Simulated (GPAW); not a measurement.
Runs of GPAW 26.7.0 on BeTe. The structure is cubic, space group F-43m (No. 216). Conventional cell: a = 5.540 Å, b = 5.540 Å, c = 5.540 Å, α = 90.00°, β = 90.00°, γ = 90.00°. Around Te (site symmetry -43m) lie 4 Be at 2.40 Å. Around Be (site symmetry -43m) lie 4 Te at 2.40 Å. 

| task | level | potentials or basis | band path | band points | gap on the mesh (eV) | pressure (GPa) |
| --- | --- | --- | --- | --- | --- | --- |
| single point | TB-mBJ | GPAW PAW data sets for LDA (gpaw-data 1.2.1), pw | - | - | 2.52 | - |
| band structure | PBEsol | PAW data sets generated in the run's folder for this functional, pw | GXWKGLUWLK,UX | 60 | 1.75 | 2.1 |
| band structure | r2SCAN | GPAW PAW data sets (gpaw-data 1.2.1), pw | GXWKGLUWLK,UX | 60 | 2.22 | (a) |
| single point | PBEsol | PAW data sets generated in the run's folder for this functional, pw | - | - | 1.75 | 2.1 |

Alike in all rows: no spin polarisation; cell as given; k mesh 8 × 8 × 8; cutoff (eV) 800; smearing fermi-dirac 0.05 eV.

**Question.** Fill in the values left out.

**Answer.** (a) 4.3.

Caveats: spin-orbit coupling is left out, which moves the levels of the heavy elements; the PAW data sets were made with another functional, which shifts forces and pressure a little (some runs); a model potential gives levels but no total energy (some runs).

A k mesh can miss the band edges, and the runs leave out spin-orbit coupling on Te.

Runs at the PBE level aren't shown here.
